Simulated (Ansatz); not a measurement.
**Cu: strong compression**

Aim: compress Cu (bcc type) step by step, far beyond the usual range, and follow pressure and electronic structure. The runs shown use LAPW, crystal datasets and norm-conserving. Companion runs by PAW are cited. Its runs: the reference run (LAPW); volume scaled by 1 (crystal datasets and norm-conserving); volume scaled by 0.88 (LAPW and norm-conserving); volume scaled by 0.78 (LAPW); volume scaled by 0.68 (LAPW and crystal datasets); volume scaled by 0.58 (LAPW and crystal datasets); volume scaled by 0.5 (LAPW, crystal datasets and norm-conserving); volume scaled by 0.43 (LAPW, crystal datasets and norm-conserving).

This is Cu in the bcc structure; at room conditions it is fcc.

Computed with Ansatz 0.2.0 (DFT PBE, with the methods named in each step, unless a step's input says otherwise).

### 1 The system as given

The structure is cubic, space group Im-3m (No. 229). Conventional cell: a = 2.885 Å, b = 2.885 Å, c = 2.885 Å, α = 90.00°, β = 90.00°, γ = 90.00°. Cu (site symmetry m-3m) has 8 Cu at 2.50 Å as nearest neighbours.

Coordinates:

```
Cu
1.0
    -1.44259    1.44259    1.44259
     1.44259   -1.44259    1.44259
     1.44259    1.44259   -1.44259
Cu
1
Direct
  0.00000 0.00000 0.00000
```

Whether this phase is the stable one at these pressures isn't tested.

### 2 The reference volume, LAPW

The input, input.yaml:

```yaml
crystal:
  lattice:
    - [-1.4425911822, 1.4425911822, 1.4425911822]
    - [1.4425911822, -1.4425911822, 1.4425911822]
    - [1.4425911822, 1.4425911822, -1.4425911822]
  atoms:
    - { symbol: Cu, position: [0.0, 0.0, 0.0] }
kpoints:
  mp_grid: { grid: [18, 18, 18] }
  band_path:
    path:
      - [0.0, 0.0, 0.0]
      - [0.5, -0.5, 0.5]
      - [0.0, 0.0, 0.5]
      - [0.0, 0.0, 0.0]
      - [0.25, 0.25, 0.25]
      - [0.5, -0.5, 0.5]
      - [0.25, 0.25, 0.25]
      - [0.0, 0.0, 0.5]
    npoints: 14
scf:
  occupations: { method: fermi_dirac, width: 0.1 }
hamiltonian:
  xc: pbe
  pseudopotentials: { kind: all_electron, lapw: { basis_error: 0.001 } }
output:
  forces: true
  stress: true
  eigenvalues: true
  populations: true
  dos: { projected: true, de: 0.2, e_range: [-14, 8] }
```

On the command line:

```bash
ansatz run input.yaml --threads 1 --pin off --max-ram 2048MiB --backend cpu --events-out ev --progress --plain --runs-dir out
```

The log of the run:

```text
Cu: projections on atomic orbitals take those of the free atom 1s2 2s2 2p6 3s2 3p6 3d10 4s1, of charge +0.00 (hamiltonian.pseudopotentials.projection_atoms)
LAPW: plane waves up to 9.031 Å⁻¹, error target 1.0e-3 eV per atom; small_component_spin mean_spin; Cu in spheres of 1.249 Å, 19 of its electrons in bands, Dirac shells []
Engine: ansatz 0.2.0
Pseudopotentials: kind: all_electron
Pseudopotential: Cu, LAPW, valence charge 19, Koelling and Harmon's equation, gaussian nucleus
Functional definition: PBE
  parameter kappa = 0.804
  parameter beta = 0.06672455060314922
  exchange = pbe_x(kappa = kappa, mu = beta*pi^2/3)
  correlation = pbe_c(beta = beta)
Crystal: 1 atoms, lattice volume = 12.009 Å³
Basis set: ecut = 310.7152760121905 eV, 141 PW (Γ), exchange–correlation at level 2
Bands: 14, of which v1, the nominal top of the filled ones, is band 10 counted from 1 (9 counted from 0)
Symmetry: 48 space group operations
Space group: Im-3m (ITA 229), of the structure as read, at distance tolerance 2.3e-5 Å
k-points: 195 of 5832
Non-local potential: Cu, projectors of the file, none
Initial density: superposition of atomic densities (chi_scale 0.1, normalization cell)
Initial wavefunctions: plane waves of lowest kinetic energy (no species holds an atomic orbital)
Functional: x = pbe(κ = 0.804, μ = 0.2195149727645171), c = pbe(β = 0.06672455060314922)
iter 1 solved again at ethr=9.05e-4 eV; its pass at ethr=1.00e-1 eV (dr2=1.72e-1 eV) is discarded
SCF iter   1: F=—  HF=-45035.130750 eV  |F-HF|=—  |Δ(HF+E_count)|=         —  Δρ=5.21e-2  dr2=1.72e-1  ethr=9.05e-4  ⟨swp⟩=2.3  Hψ=19274  notcnv=0
preconditioner: auto → none  [metal: Δε(μ)=0.029 eV  Ē_g=15.903 eV  σ=0.100 eV  W_gap=0.07  n_scr=0 (ndim 8)  ℏωp=35.5 eV  f_vac=0.000  D(μ)=0.42/eV (n_scr^D=0)]
SCF iter   2: F=—  HF=-45035.949638 eV  |F-HF|=—  |Δ(HF+E_count)|=   8.19e-1  Δρ=3.20e-2  dr2=6.53e-2  ethr=9.05e-4  ⟨swp⟩=3.0  Hψ=8839  notcnv=0
iter 3 solved again at ethr=1.89e-6 eV; its pass at ethr=3.44e-4 eV (dr2=3.60e-4 eV) is discarded
SCF iter   3: F=—  HF=-45034.349095 eV  |F-HF|=—  |Δ(HF+E_count)|=    1.60e0  Δρ=2.35e-3  dr2=3.60e-4  ethr=1.89e-6  ⟨swp⟩=2.5  Hψ=13847  notcnv=0
SCF iter   4: F=—  HF=-45034.267013 eV  |F-HF|=—  |Δ(HF+E_count)|=   8.21e-2  Δρ=5.71e-3  dr2=2.04e-3  ethr=1.89e-6  ⟨swp⟩=3.0  Hψ=8450  notcnv=0
SCF iter   5: F=—  HF=-45034.259530 eV  |F-HF|=—  |Δ(HF+E_count)|=   7.48e-3  Δρ=8.93e-4  dr2=4.86e-5  ethr=1.89e-6  ⟨swp⟩=2.5  Hψ=7554  notcnv=0
SCF iter   6: F=—  HF=-45034.259391 eV  |F-HF|=—  |Δ(HF+E_count)|=   1.40e-4  Δρ=1.48e-5  dr2=8.57e-9  ethr=2.56e-7  ⟨swp⟩=2.0  Hψ=7341  notcnv=0
SCF iter   7: F=-45034.259391 eV  HF=-45034.259391 eV  |F-HF|=7.30e-9  |Δ(HF+E_count)|=   6.47e-8  Δρ=2.39e-6  dr2=4.07e-10  ethr=4.51e-11  ⟨swp⟩=3.1  Hψ=8441  notcnv=0
SCF 1 converged in 7 iterations: F = -45034.259391 eV  dr2 = 4.07e-10
NSCF: frozen V_eff on 99 k-points
SCF converged after 7 iterations
Free energy (F): -45034.259391 eV
Harris-Foulkes:  -45034.259391 eV  (|F-HF|=7.30e-9)
Internal energy: -45034.245989 eV  (E = F + TS)
E sigma→0 (E₀):  -45034.252690 eV
Entropy (-TS):   -0.013402 eV (-13.402 meV/atom)
Fermi energy:    16.269730 eV
--- Per-component energies (eV) ---
  E_band       = -368.239212
  E_kinetic    = 45808.143984
  E_xc         = -1840.556777
  E_electrostatic = -89001.833196  (all electrons and nuclei)
  E_smearing   = -0.013402  (= −TS)
  E_closure    = 0.000000  (closes the sum)
  E_atoms      = -45030.532457  (free atoms, spherical and without spin; not in F)
  Σ components = -45034.259391   (vs F -45034.259391, Δ=0.00e0)
  Basis errors (estimates in eV, not in F): energy 2.4e-4 per atom: plane waves 2.4e-4 (1.2e-4 summed), levels above the bands 2.3e-70, relativity 2.0e-8, radial functions 6.5e-6, core shells 2.7e-11; eigenvalues (radial functions only) 3.0e-5; not estimated: angular momenta, meshes, grids; target (lapw.basis_error) 1.0e-3; muffin-tin radii Cu 1.249 Å
--- Forces (eV/Å), atoms counted from 1 ---
  atom   1  Cu    -0.00000000     0.00000000     0.00000000
  max |Σ_I F_I| component: 3.94e-31 eV/Å
--- Stress (GPa, compression-positive) ---
       -0.014769       0.000000       0.000000
        0.000000      -0.014769      -0.000000
        0.000000      -0.000000      -0.014769
  P = ⅓ Tr σ = -0.0148 GPa (-0.148 kbar)
--- Band table (eV; the first three rows and the last of 195) ---
  k-point 0: bands = ["-96.2822", "-53.5981", "-53.5981", "-53.5981", "6.9826", "13.2272", "13.2272", "13.2272", "14.2260", "14.2260", "41.1679", "41.1679", "41.1679", "44.2637"]
  k-point 1: bands = ["-96.2818", "-53.6012", "-53.5992", "-53.5980", "7.1004", "13.2053", "13.2264", "13.2722", "14.2043", "14.2277", "39.7745", "40.8148", "40.8410", "42.8209"]
  k-point 2: bands = ["-96.2805", "-53.6103", "-53.6025", "-53.5980", "7.4498", "13.1424", "13.2190", "13.4037", "14.1510", "14.2330", "36.9923", "39.6619", "40.1521", "40.9755"]
  k-point 194: bands = ["-96.2566", "-53.6775", "-53.6775", "-53.6775", "11.7258", "11.7258", "14.7789", "14.7789", "14.7789", "24.3334", "24.3334", "24.3334", "29.7309", "29.7309"]
--- Löwdin populations: 1 site ---
  site symbol       q [e]
     0     Cu     28.8382
  spilling = 0.005580 (of n_electrons = 29.000000)
```

It took 8.5 s on 1 thread of Intel Xeon 6975P-C (Granite Rapids), shared host; peak memory 0.36 GiB.

This run gives: pressure -0.01 GPa; no gap.

At the corners of the path (eV, zero at the Fermi level):

```csv
point,band 6,band 7,band 8,band 9,band 10,band 11,band 12
Γ,-3.04,-3.04,-3.04,-2.04,-2.04,24.90,24.90
H,-4.54,-1.49,-1.49,-1.49,8.06,8.06,8.06
N,-3.74,-2.09,-1.94,-1.32,-0.61,4.24,17.29
Γ,-3.04,-3.04,-3.04,-2.04,-2.04,24.90,24.90
P,-3.70,-3.70,-1.92,-1.92,6.41,6.41,6.41
H,-4.54,-1.49,-1.49,-1.49,8.06,8.06,8.06
P,-3.70,-3.70,-1.92,-1.92,6.41,6.41,6.41
N,-3.74,-2.09,-1.94,-1.32,-0.61,4.24,17.29
```

States per cell, counted by energy window (eV from the Fermi level, on a grid of 0.20 eV):

```csv
from,to,total,Cu 3d,Cu 4s
-10,-9,0.00,0.00,0.00
-9,-8,0.06,0.00,0.06
-8,-7,0.11,0.00,0.10
-7,-6,0.17,0.02,0.14
-6,-5,0.30,0.10,0.19
-5,-4,1.27,1.04,0.21
-4,-3,3.10,3.00,0.06
-3,-2,2.61,2.52,0.05
-2,-1,3.00,2.91,0.07
-1,0,0.35,0.17,0.13
0,1,0.31,0.09,0.12
1,2,0.26,0.04,0.10
2,3,0.20,0.02,0.07
3,4,0.15,0.01,0.04
4,5,0.19,0.01,0.10
```

### 3 Volume scaled by 1, crystal datasets

The input, input.yaml:

```yaml
crystal:
  lattice:
    - [-1.4425911822, 1.4425911822, 1.4425911822]
    - [1.4425911822, -1.4425911822, 1.4425911822]
    - [1.4425911822, 1.4425911822, -1.4425911822]
  atoms:
    - { symbol: Cu, position: [0.0, 0.0, 0.0] }
kpoints:
  mp_grid: { grid: [18, 18, 18] }
scf:
  occupations: { method: fermi_dirac, width: 0.1 }
hamiltonian:
  xc: pbe
  pseudopotentials: { kind: all_electron, datasets: crystal }
output:
  forces: true
  stress: true
  eigenvalues: true
```

On the command line:

```bash
ansatz run input.yaml --threads 1 --pin off --max-ram 2048MiB --backend cpu --events-out ev --progress --plain --runs-dir out
```

The log of the run, cut to the lines that bear on the results:

```text
[...]
Pseudopotentials: kind: all_electron
Pseudopotential: Cu, paw, valence charge 11, recommended cutoff 320 eV (normal), Koelling and Harmon's equation, gaussian nucleus
Functional definition: PBE
[...]
Crystal: 1 atoms, lattice volume = 12.009 Å³
Basis set: ecut = 320 eV, 141 PW (Γ), exchange–correlation on 30×30×30 points (8 copies of the dense FFT grid, shifted against one another)
[...]
--- Forces (eV/Å), atoms counted from 1 ---
  atom   1  Cu     0.00000000    -0.00000000     0.00000000
[...]
--- Stress (GPa, compression-positive) ---
       -0.008698      -0.000000       0.000000
        0.000000      -0.008698       0.000000
       -0.000000       0.000000      -0.008698
  P = ⅓ Tr σ = -0.0087 GPa (-0.087 kbar)
--- Band table (eV; the first three rows and the last of 195) ---
  k-point 0: bands = ["6.9827", "13.2274", "13.2274", "13.2274", "14.2260", "14.2260", "41.1678", "41.1678"]
[...]
```

Wall time 4.8 s (1 thread of Intel Xeon 6975P-C (Granite Rapids), shared host); peak memory 0.42 GiB.

Result: pressure -0.01 GPa; no gap.

### 4 Volume scaled by 1, norm-conserving

Edit input.yaml of step 3 so:

```diff
@@ -13,3 +13,3 @@
   xc: pbe
-  pseudopotentials: { kind: all_electron, datasets: crystal }
+  pseudopotentials: { kind: nc }
 output:
```

On the command line:

```bash
ansatz run input.yaml --threads 1 --pin off --max-ram 2048MiB --backend cpu --events-out ev --progress --plain --runs-dir out
```

The log of the run, cut to the lines that bear on the results:

```text
[...]
Pseudopotentials: kind: nc
Pseudopotential: Cu, nc, valence charge 19, recommended cutoff 1251.723767 eV (normal), Cu.nc.azcp
Functional definition: PBE
[...]
Crystal: 1 atoms, lattice volume = 12.009 Å³
Basis set: ecut = 1251.723767 eV, 1205 PW (Γ), exchange–correlation on 60×60×60 points (8 copies of the dense FFT grid, shifted against one another)
[...]
  atom   1  Cu     0.00000000     0.00000000     0.00000000
[...]
--- Stress (GPa, compression-positive) ---
        0.006239      -0.000000       0.000000
       -0.000000       0.006239       0.000000
        0.000000       0.000000       0.006239
  P = ⅓ Tr σ = 0.0062 GPa (0.062 kbar)
--- Band table (eV; the first three rows and the last of 195) ---
  k-point 0: bands = ["-95.5646", "-52.8813", "-52.8813", "-52.8813", "7.7008", "13.9547", "13.9547", "13.9547", "14.9645", "14.9645", "41.8877", "41.8877", "41.8877", "44.9852"]
[...]
```

It took 3.2 s on 1 thread of Intel Xeon 6975P-C (Granite Rapids), shared host; peak memory 0.37 GiB.

This run gives: pressure 0.01 GPa; no gap.

### 5 Volume scaled by 0.88, LAPW

The input, input.yaml:

```yaml
crystal:
  lattice:
    - [-1.3824120072, 1.3824120072, 1.3824120072]
    - [1.3824120072, -1.3824120072, 1.3824120072]
    - [1.3824120072, 1.3824120072, -1.3824120072]
  atoms:
    - { symbol: Cu, position: [0.0, 0.0, 0.0] }
kpoints:
  mp_grid: { grid: [18, 18, 18] }
scf:
  occupations: { method: fermi_dirac, width: 0.1 }
hamiltonian:
  xc: pbe
  pseudopotentials: { kind: all_electron, lapw: { basis_error: 0.001 } }
output:
  forces: true
  stress: true
  eigenvalues: true
  populations: true
```

On the command line:

```bash
ansatz run input.yaml --threads 1 --pin off --max-ram 2048MiB --backend cpu --events-out ev --progress --plain --runs-dir out
```

The log of the run, cut to the lines that bear on the results:

```text
Cu: projections on atomic orbitals take those of the free atom 1s2 2s2 2p6 3s2 3p6 3d10 4s1, of charge +0.00 (hamiltonian.pseudopotentials.projection_atoms)
LAPW: plane waves up to 9.491 Å⁻¹, error target 1.0e-3 eV per atom; small_component_spin mean_spin; Cu in spheres of 1.197 Å, 19 of its electrons in bands, Dirac shells []
[...]
Pseudopotentials: kind: all_electron
[...]
       -0.000000      24.440439       0.000000
        0.000000       0.000000      24.440439
  P = ⅓ Tr σ = 24.4404 GPa (244.404 kbar)
--- Band table (eV; the first three rows and the last of 195) ---
  k-point 0: bands = ["-93.7516", "-51.0294", "-51.0294", "-51.0294", "8.8345", "15.6637", "15.6637", "15.6637", "16.8684", "16.8684", "45.2853", "45.2853", "45.2853", "49.7444"]
[...]
--- Löwdin populations: 1 site ---
  site symbol       q [e]
     0     Cu     28.8293
  spilling = 0.005888 (of n_electrons = 29.000000)
```

Run time: 7 s. Hardware: 1 thread of Intel Xeon 6975P-C (Granite Rapids), shared host; peak memory 0.37 GiB.

Result: pressure 24.44 GPa; no gap.

### 6 Volume scaled by 0.88, norm-conserving

Edit input.yaml of step 5 so:

```diff
@@ -13,3 +13,3 @@
   xc: pbe
-  pseudopotentials: { kind: all_electron, lapw: { basis_error: 0.001 } }
+  pseudopotentials: { kind: nc }
 output:
@@ -18,2 +18 @@
   eigenvalues: true
-  populations: true
```

On the command line:

```bash
ansatz run input.yaml --threads 1 --pin off --max-ram 2048MiB --backend cpu --events-out ev --progress --plain --runs-dir out
```

The log of the run, cut to the lines that bear on the results:

```text
[...]
Pseudopotentials: kind: nc
Pseudopotential: Cu, nc, valence charge 19, recommended cutoff 1251.723767 eV (normal), Cu.nc.azcp
Functional definition: PBE
[...]
Crystal: 1 atoms, lattice volume = 10.568 Å³
Basis set: ecut = 1251.723767 eV, 1055 PW (Γ), exchange–correlation on 60×60×60 points (8 copies of the dense FFT grid, shifted against one another)
[...]
  atom   1  Cu     0.00000000    -0.00000000     0.00000000
[...]
--- Stress (GPa, compression-positive) ---
       24.614856       0.000000      -0.000000
        0.000000      24.614856       0.000000
       -0.000000       0.000000      24.614856
  P = ⅓ Tr σ = 24.6149 GPa (246.149 kbar)
--- Band table (eV; the first three rows and the last of 195) ---
  k-point 0: bands = ["-92.9147", "-50.2025", "-50.2025", "-50.2025", "9.6532", "16.4949", "16.4949", "16.4949", "17.7129", "17.7129", "46.1040", "46.1040", "46.1040", "50.5665"]
[...]
```

Wall time 2.7 s (1 thread of Intel Xeon 6975P-C (Granite Rapids), shared host); peak memory 0.35 GiB.

Read from it: pressure 24.61 GPa; no gap.

### 7 Volume scaled by 0.78, LAPW

The input, input.yaml:

```yaml
crystal:
  lattice:
    - [-1.3279288536, 1.3279288536, 1.3279288536]
    - [1.3279288536, -1.3279288536, 1.3279288536]
    - [1.3279288536, 1.3279288536, -1.3279288536]
  atoms:
    - { symbol: Cu, position: [0.0, 0.0, 0.0] }
kpoints:
  mp_grid: { grid: [18, 18, 18] }
  band_path:
    path:
      - [0.0, 0.0, 0.0]
      - [0.5, -0.5, 0.5]
      - [0.0, 0.0, 0.5]
      - [0.0, 0.0, 0.0]
      - [0.25, 0.25, 0.25]
      - [0.5, -0.5, 0.5]
      - [0.25, 0.25, 0.25]
      - [0.0, 0.0, 0.5]
    npoints: 8
scf:
  occupations: { method: fermi_dirac, width: 0.1 }
hamiltonian:
  xc: pbe
  pseudopotentials: { kind: all_electron, lapw: { basis_error: 0.001 } }
output:
  forces: true
  stress: true
  eigenvalues: true
  populations: true
  dos: { projected: true, de: 0.2, e_range: [-14, 8] }
```

On the command line:

```bash
ansatz run input.yaml --threads 1 --pin off --max-ram 2048MiB --backend cpu --events-out ev --progress --plain --runs-dir out
```

The log of the run, cut to the lines that bear on the results:

```text
Cu: projections on atomic orbitals take those of the free atom 1s2 2s2 2p6 3s2 3p6 3d10 4s1, of charge +0.00 (hamiltonian.pseudopotentials.projection_atoms)
LAPW: plane waves up to 9.943 Å⁻¹, error target 1.0e-3 eV per atom; small_component_spin mean_spin; Cu in spheres of 1.150 Å, 19 of its electrons in bands, Dirac shells []
[...]
Pseudopotentials: kind: all_electron
[...]
        0.000000      64.217403       0.000000
        0.000000       0.000000      64.217403
  P = ⅓ Tr σ = 64.2174 GPa (642.174 kbar)
--- Band table (eV; the first three rows and the last of 195) ---
  k-point 0: bands = ["-91.0491", "-48.2736", "-48.2736", "-48.2736", "10.8619", "18.2555", "18.2555", "18.2555", "19.6907", "19.6907", "49.5247", "49.5247", "49.5247", "54.7881"]
[...]
--- Löwdin populations: 1 site ---
  site symbol       q [e]
     0     Cu     28.8228
  spilling = 0.006111 (of n_electrons = 29.000000)
```

Run time: 9.1 s. Hardware: 1 thread of Intel Xeon 6975P-C (Granite Rapids), shared host; peak memory 0.39 GiB.

Result: pressure 64.22 GPa; no gap.

### 8 Volume scaled by 0.68, LAPW

The input, input.yaml:

```yaml
crystal:
  lattice:
    - [-1.268565543, 1.268565543, 1.268565543]
    - [1.268565543, -1.268565543, 1.268565543]
    - [1.268565543, 1.268565543, -1.268565543]
  atoms:
    - { symbol: Cu, position: [0.0, 0.0, 0.0] }
kpoints:
  mp_grid: { grid: [18, 18, 18] }
scf:
  occupations: { method: fermi_dirac, width: 0.1 }
hamiltonian:
  xc: pbe
  pseudopotentials: { kind: all_electron, lapw: { basis_error: 0.001 } }
output:
  forces: true
  stress: true
  eigenvalues: true
  populations: true
```

On the command line:

```bash
ansatz run input.yaml --threads 1 --pin off --max-ram 2048MiB --backend cpu --events-out ev --progress --plain --runs-dir out
```

The log of the run, cut to the lines that bear on the results:

```text
Cu: projections on atomic orbitals take those of the free atom 1s2 2s2 2p6 3s2 3p6 3d10 4s1, of charge +0.00 (hamiltonian.pseudopotentials.projection_atoms)
LAPW: plane waves up to 10.480 Å⁻¹, error target 1.0e-3 eV per atom; small_component_spin mean_spin; Cu in spheres of 1.099 Å, 19 of its electrons in bands, Dirac shells []
[...]
Pseudopotentials: kind: all_electron
[...]
       -0.000000     139.995564       0.000000
        0.000000       0.000000     139.995564
  P = ⅓ Tr σ = 139.9956 GPa (1399.956 kbar)
--- Band table (eV; the first three rows and the last of 195) ---
  k-point 0: bands = ["-87.5669", "-44.6978", "-44.6978", "-44.6978", "13.5557", "21.5876", "21.5876", "21.5876", "23.3351", "23.3351", "54.7998", "54.7998", "54.7998", "61.1354"]
[...]
--- Löwdin populations: 1 site ---
  site symbol       q [e]
     0     Cu     28.8189
  spilling = 0.006246 (of n_electrons = 29.000000)
```

Wall time 7.4 s (1 thread of Intel Xeon 6975P-C (Granite Rapids), shared host); peak memory 0.38 GiB.

In short: pressure 140.00 GPa; no gap.

### 9 Volume scaled by 0.68, crystal datasets

Edit input.yaml of step 8 so:

```diff
@@ -13,3 +13,3 @@
   xc: pbe
-  pseudopotentials: { kind: all_electron, lapw: { basis_error: 0.001 } }
+  pseudopotentials: { kind: all_electron, datasets: crystal }
 output:
@@ -18,2 +18 @@
   eigenvalues: true
-  populations: true
```

On the command line:

```bash
ansatz run input.yaml --threads 1 --pin off --max-ram 2048MiB --backend cpu --events-out ev --progress --plain --runs-dir out
```

The log of the run, cut to the lines that bear on the results:

```text
[...]
Pseudopotentials: kind: all_electron
Pseudopotential: Cu, paw, valence charge 19, recommended cutoff 440 eV (normal), Koelling and Harmon's equation, gaussian nucleus
Functional definition: PBE
[...]
Crystal: 1 atoms, lattice volume = 8.166 Å³
Basis set: ecut = 440 eV, 177 PW (Γ), exchange–correlation on 32×32×32 points (8 copies of the dense FFT grid, shifted against one another)
[...]
  atom   1  Cu    -0.00000000    -0.00000000     0.00000000
[...]
--- Stress (GPa, compression-positive) ---
      139.993939       0.000000       0.000000
       -0.000000     139.993939       0.000000
        0.000000      -0.000000     139.993939
  P = ⅓ Tr σ = 139.9939 GPa (1399.939 kbar)
  It holds what live shells' own plane waves past their cutoff add
--- Band table (eV; the first three rows and the last of 195) ---
  k-point 0: bands = ["13.5556", "21.5877", "21.5877", "21.5877", "23.3350", "23.3350", "54.7997", "54.7997"]
[...]
```

It took 5.4 s on 1 thread of Intel Xeon 6975P-C (Granite Rapids), shared host; peak memory 0.44 GiB.

Read from it: pressure 139.99 GPa; no gap.

[end of part 1 of 2]
